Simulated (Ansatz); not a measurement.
**MnO$_{2}$: strain energy, fitted**

MnO$_{2}$, P4_2/mnm, a = 4.456 Å, c = 2.943 Å. Ansatz: PBE+U, PAW, 420 eV, Γ-centred 8×8×12 mesh on 6 atoms, Gaussian smearing 0.10 eV; U_eff Mn 3.90 eV; collinear spin, largest moment 2.8 μB. Series: biaxial strain in the a-b plane, c and atoms relaxed; x is the strain in per cent. y is the free energy over the unstrained cell, V0 = 9.739 Å³/atom.

```
x (%) y (meV/atom)
 -4.0             ?
 -2.0          8.96
  0.0          0.00
  2.0          7.90
  4.0         29.12
```

Question: Fit y = c2 x² + c3 x³ to the other rows, turn c2 into a modulus, and predict the missing energy.

Answer: Least squares on the rows shown. y = 2.1031 x² − 0.070640 x³. In eV per unit strain² c2 is 21.03; M is the biaxial modulus (E = M V0 ε²): 21.03 × 160.2 / (9.739) = 346 GPa. At x = -4.0 the fit asked for gives 38.17 meV/atom. The run gave 37.92 meV/atom, so the fit is 0.25 meV/atom too high, 0.66 % of the span of the series, against an rms of 0.03 meV/atom on the fitted rows. The row lies outside the fitted range. With a term in x⁴ added, a fit to the same known rows (none to spare) predicts 37.60 meV/atom, which misses by about as much or more on the other side: the known rows don't fix the higher terms.

The state reached may not be the lowest one. The program reads another magnetic order as possibly lower. Moments started parallel, and an antiferromagnetic order may lie lower.

Cost: 5 runs of about 16 core-minutes in all, on Arm Neoverse V1 (shared hosts).